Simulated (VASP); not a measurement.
# CO2 (P4_2/mnm) in VASP: notebook, part 2 of 2

VASP 6.6.1. The steps go on from the part before.

### 4 Single point, r2SCAN

INCAR reads:

```
PREC = Accurate
ENCUT = 650
EDIFF = 1E-6
ISMEAR = 0
SIGMA = 0.05
LREAL = False
LASPH = True
NELM = 100
ALGO = Normal
ISIF = 2
LWAVE = False
LCHARG = False
METAGGA = R2SCAN
LMIXTAU = True
ADDGRID = False
```

KPOINTS reads:

```
regular mesh
0
Gamma
  6 6 5
```

POSCAR reads:

```
CO2
1.0
    4.2272127900      0.0000000000      0.0000000000
    0.0000000000      4.2272127900      0.0000000000
    0.0000000000      0.0000000000      4.6877715900
O C
4 2
Direct
    0.7998550000      0.8106260000     -0.0015650000
    0.2049920000      0.2030910000     -0.0012650000
    0.6721320000      0.3073690000      0.5000860000
    0.3101930000      0.6757250000      0.4907480000
   -0.0081430000      0.0098620000     -0.0042660000
    0.4753520000      0.5019460000      0.5043420000
```

Potentials or basis: VASP PAW PBE potentials, release 64 (O, C).

Run with:

```console
$ cat potpaw_PBE.64/O/POTCAR potpaw_PBE.64/C/POTCAR > POTCAR
$ mpirun -np 1 vasp_std > vasp.out
```

OUTCAR:

```text
PREC = Accurate
   ENCUT = 650
   EDIFF = 1E-6
   ISMEAR = 0
   LREAL = False
   LASPH = True
   NELM = 100
   ISIF = 2
   METAGGA = R2SCAN

 Found     92 irreducible k-points:

 Following reciprocal coordinates:
            Coordinates               Weight
  0.000000  0.000000  0.000000      1.000000
  0.166667  0.000000  0.000000      2.000000
  0.000000  0.166667  0.000000      2.000000
  0.333333  0.000000  0.000000      2.000000
  0.000000  0.333333  0.000000      2.000000
  0.500000  0.000000  0.000000      1.000000
   k-points           NKPTS =     92   k-points in BZ     NKDIM =     92   number of bands    NBANDS=     20
   number of dos      NEDOS =    301   number of ions     NIONS =      6
   total plane-waves  NPLWV =  51840
   dimension x,y,z NGX =    36 NGY =   36 NGZ =   40
   dimension x,y,z NGXF=    72 NGYF=   72 NGZF=   80
   ions per type =               4   2
   NGX,Y,Z   is equivalent  to a cutoff of  14.16, 14.16, 14.19 a.u.
   NGXF,Y,Z  is equivalent  to a cutoff of  28.32, 28.32, 28.37 a.u.
 SYSTEM =  unknown system
   PREC   = accura    normal or accurate (medium, high low for compatibility)
   ISTART =      0    job   : 0-new  1-cont  2-samecut
   ICHARG =      2    charge: 1-file 2-atom 10-const
   ISPIN  =      1    spin polarized calculation?
   LNONCOLLINEAR =      F non collinear calculations
   LSORBIT =      F    spin-orbit coupling
   LASPH  =      T    aspherical Exc in radial PAW
   ENCUT  =  650.0 eV  47.77 Ry    6.91 a.u.   8.79  8.79  9.74*2*pi/ulx,y,z
   NELM   =    100;   NELMIN=  2; NELMDL= -5     # of ELM steps
   EDIFF  = 0.1E-05   stopping-criterion for ELM
   LREAL  =      F    real-space projection
   EDIFFG = 0.1E-04   stopping-criterion for IOM
   NSW    =      0    number of steps for IOM
   IBRION =     -1    ionic relax: 0-MD 1-quasi-New 2-CG
   NFREE  =      0    steps in history (QN), initial steepest desc. (CG)
   ISIF   =      2    stress and relaxation
   ISYM   =      2    0-nonsym 1-usesym 2-fastsym
   POTIM  = 0.5000    time-step for ionic-motion
   TEBEG  =    0.0;   TEEND  =   0.0 temperature during run
   PSTRESS=    0.0 pullay stress
   NELECT =      32.0000    total number of electrons
   NUPDOWN=      -1.0000    fix difference up-down
   EMIN   =  10.00;   EMAX   =-10.00  energy-range for DOS
   EFERMI =   0.00;   METHOD = LEGACY
   ISMEAR =     0;   SIGMA  =   0.05  broadening in eV -4-tet -1-fermi 0-gaus
   EFERMI_NEDOS =   21; number of points for ismear=-14 and -15
   IALGO  =     38    algorithm
   IMIX   =      4    mixing-type and parameters
     AMIX     =   0.40;   BMIX     =  1.00
     AMIX_MAG =   1.60;   BMIX_MAG =  1.00
  volume/ion in A,a.u.               =      13.96        94.21
  Fermi-wavevector in a.u.,A,eV,Ry     =   1.187864  2.244737 19.198094  1.411020
  Thomas-Fermi vector in A             =   2.324006
   LORBIT       =      0    0 simple, 1 ext, 2 COOP (PROOUT), +10 PAW based schemes
   METAGGA = R2SCAN    functional components
   LHFCALC =     F    Hartree Fock is set to
   AEXX    =    0.0000 exact exchange contribution
   IVDW    =     0    specifies the selected vdW correction
   LEPSILON=     F    determine dielectric tensor
   LRPA    =     F    only Hartree local field effects (RPA)
 non-spin polarized calculation
 Gauss-broadening in eV      SIGMA  =   0.05
  energy-cutoff  :      650.00
  volume of cell :       83.77
 maximum number of plane-waves:      3176
   NGX = 17   NGY = 17   NGZ = 19

 number of electron      31.9999998 magnetization

 Free energy of the ion-electron system (eV)
  ---------------------------------------------------
  ext. energy  EPLUGINS =         0.00000000
  ---------------------------------------------------
  free energy    TOTEN  =       -49.71600996 eV

  energy without entropy =      -49.71600996  energy(sigma->0) =      -49.71600996

 E-fermi :  -3.2293     XC(G=0):  -8.5219

 val. band max:       -3.4831842597   @ k =   0.5000   0.5000   0.4000
 cond. band min:       3.5447690671   @ k =   0.0000   0.0000   0.0000
 fundamental gap:      7.0279533268
 Fermi energy:        -3.2292506126

 k-point     1 :       0.0000    0.0000    0.0000
  band No.  band energies     occupation
      1     -27.6981      2.00000
      2     -25.3662      2.00000
      3     -24.1544      2.00000
      4     -23.8896      2.00000
      5      -9.5790      2.00000
      6      -9.2378      2.00000
[... 12 lines left out ...]
     19       4.5795      0.00000
     20       6.4763      0.00000
[... 93 lines left out ...]
 k-point     6 :       0.5000    0.0000    0.0000
  band No.  band energies     occupation
      1     -27.6871      2.00000
      2     -25.3287      2.00000
      3     -24.1660      2.00000
      4     -23.9264      2.00000
      5      -9.5590      2.00000
      6      -9.0847      2.00000
[... 12 lines left out ...]
     19       5.8925      0.00000
     20       6.4055      0.00000

 [... further k-points ...]
[... 5 lines left out ...]
  --------------------------------------------------------------------------------------
  -------------------------------------------------------------------------------------
  Total       10.0345104     11.7898089     -0.1303499    -16.8392845     -1.1970115      1.0870747
  in kB      191.9252459    225.4979946     -2.4931396   -322.0768829    -22.8946633     20.7919543
  external PRESSURE =     138.3100336 kB  Pullay stress =       0.0000000 kB

 VOLUME and BASIS-vectors are now :
 -----------------------------------------------------------------------------
  energy-cutoff  :      650.00
  volume of cell :       83.77
      direct lattice vectors                 reciprocal lattice vectors
     4.227212790  0.000000000  0.000000000     0.236562494  0.000000000  0.000000000
     0.000000000  4.227212790  0.000000000     0.000000000  0.236562494  0.000000000
     0.000000000  0.000000000  4.687771590     0.000000000  0.000000000  0.213320974

 POSITION                                       TOTAL-FORCE (eV/Angst)
 -----------------------------------------------------------------------------------
      3.38116      3.42669      4.68044         0.363868      0.619645     -0.085840
      0.86654      0.85851      4.68184        -3.206358     -2.598045     -0.125440
      2.84124      1.29931      2.34429         0.807269     -0.927511      0.349306
      1.31125      2.85643      2.30051       -18.157755     18.860422     -1.186810
      4.19279      0.04169      4.66777         2.745570      2.010066      0.203114
      2.00941      2.12183      2.36424        17.447406    -17.964578      0.845671
 -----------------------------------------------------------------------------------
    total drift:                               -0.000028      0.000064      0.000094

  FREE ENERGIE OF THE ION-ELECTRON SYSTEM (eV)
  ---------------------------------------------------
  free  energy   TOTEN  =       -49.7160099556 eV

  energy  without entropy=      -49.7160099556  energy(sigma->0) =      -49.71600996
```

OSZICAR:

```text
N       E                     dE             d eps       ncg     rms          rms(c)
DAV:   1     0.215616280591E+03    0.21562E+03   -0.19647E+04  3680   0.178E+03
DAV:   2    -0.497620648710E+02   -0.26538E+03   -0.25669E+03  5196   0.357E+02
DAV:   3    -0.639168509942E+02   -0.14155E+02   -0.14099E+02  4312   0.907E+01
[... 13 lines left out ...]
DAV:  17    -0.497159546312E+02   -0.86047E-04   -0.85551E-05  4264   0.108E-01    0.758E-03
DAV:  18    -0.497159678525E+02   -0.13221E-04   -0.21413E-05  4316   0.509E-02    0.583E-03
DAV:  19    -0.497159980346E+02   -0.30182E-04   -0.11216E-05  4272   0.423E-02    0.114E-03
DAV:  20    -0.497160098199E+02   -0.11785E-04   -0.32771E-06  3320   0.213E-02    0.815E-04
DAV:  21    -0.497160099556E+02   -0.13566E-06   -0.24501E-07  2880   0.670E-03
   1 F= -.49716010E+02 E0= -.49716010E+02  d E =-.197098E-14
```

It took 5.1 min on 1 thread of Intel Xeon 6975P-C (Granite Rapids), shared host; peak memory 0.34 GiB.

The run converged, but some of its settings lie outside the range that counts as converged, so its numbers aren't taken as properties of the crystal.

What came out:

```
Free energy            : -49.7160 eV
Pressure               : 13.8 GPa
Largest force          : 26.207 eV/Å
Band gap on the k mesh : 7.03 eV, indirect (least direct gap 7.43 eV)
```

Caveat: the standard files for N, O and F lose accuracy on very short bonds; the PAW data sets were made with another functional, which shifts forces and pressure a little; an odd mesh through Γ misses points on the zone boundary, where band edges often lie.

### 5 Single point, r2SCAN

INCAR: that of step 4 with these lines changed.

```diff
@@ -1,3 +1,3 @@
 PREC = Accurate
-ENCUT = 650
+ENCUT = 520
 EDIFF = 1E-6
```

KPOINTS reads:

```
regular mesh
0
Gamma
  7 7 6
```

POSCAR reads:

```
CO2
1.0
    4.2272127900      0.0000000000      0.0000000000
    0.0000000000      4.2272127900      0.0000000000
    0.0000000000      0.0000000000      4.6877715900
O C
4 2
Direct
    0.8048268600      0.8048268600      0.0000000000
    0.1951731400      0.1951731400      0.0000000000
    0.6951731400      0.3048268600      0.5000000000
    0.3048268600      0.6951731400      0.5000000000
    0.0000000000      0.0000000000      0.0000000000
    0.5000000000      0.5000000000      0.5000000000
```

Run with:

```console
$ cat potpaw_PBE.64/O/POTCAR potpaw_PBE.64/C/POTCAR > POTCAR
$ mpirun -np 1 vasp_std > vasp.out
```

Run time: 94 s. Hardware: 1 thread of Intel Xeon 6975P-C (Granite Rapids), shared host; peak memory 0.21 GiB.

The run converged, but some of its settings lie outside the range that counts as converged, so its numbers aren't taken as properties of the crystal.

What came out:

* Free energy: -51.4764 eV
* Pressure: 0.2 GPa
* Largest force: 0.042 eV/Å
* Band gap on the k mesh: 7.19 eV, indirect (least direct gap 7.64 eV)

Caveat: the standard files for N, O and F lose accuracy on very short bonds; the PAW data sets were made with another functional, which shifts forces and pressure a little; an odd mesh through Γ misses points on the zone boundary, where band edges often lie.

### 6 Single point, r2SCAN

INCAR is that of step 5.

KPOINTS is that of step 5.

POSCAR reads:

```
CO2
1.0
    4.2272127900      0.0000000000      0.0000000000
    0.0000000000      4.2272127900      0.0000000000
    0.0000000000      0.0000000000      4.6877715900
O C
4 2
Direct
    0.7998550000      0.8106260000     -0.0015650000
    0.2049920000      0.2030910000     -0.0012650000
    0.6721320000      0.3073690000      0.5000860000
    0.3101930000      0.6757250000      0.4907480000
   -0.0081430000      0.0098620000     -0.0042660000
    0.4753520000      0.5019460000      0.5043420000
```

Potentials or basis: VASP PAW PBE potentials, release 64 (O, C).

Run with:

```console
$ cat potpaw_PBE.64/O/POTCAR potpaw_PBE.64/C/POTCAR > POTCAR
$ mpirun -np 1 vasp_std > vasp.out
```

It took 5.8 min on 1 thread of Intel Xeon 6975P-C (Granite Rapids), shared host; peak memory 0.33 GiB.

The run converged, but some of its settings lie outside the range that counts as converged, so its numbers aren't taken as properties of the crystal.

Results:

```yaml
Free_energy: -49.6694 eV
Pressure: 14.2 GPa
Largest_force: 26.314 eV/Å
Band_gap_on_the_k_mesh: 7.05 eV, indirect (least direct gap 7.43 eV)
```

Caveat: the standard files for N, O and F lose accuracy on very short bonds; the PAW data sets were made with another functional, which shifts forces and pressure a little; an odd mesh through Γ misses points on the zone boundary, where band edges often lie.

### 7 For comparison

An earlier run on the cell as given: functional PBE; potentials or basis VASP PAW PBE potentials, release 64 (O, C); cutoff 520 eV; k mesh 6 × 6 × 6; occupations fermi-dirac, width 0.05 eV; no spin polarisation.

- Pressure: 4.1 GPa
- Largest force: 0.780 eV/Å
- Band gap on the k mesh: 6.57 eV, indirect (least direct gap 7.04 eV)
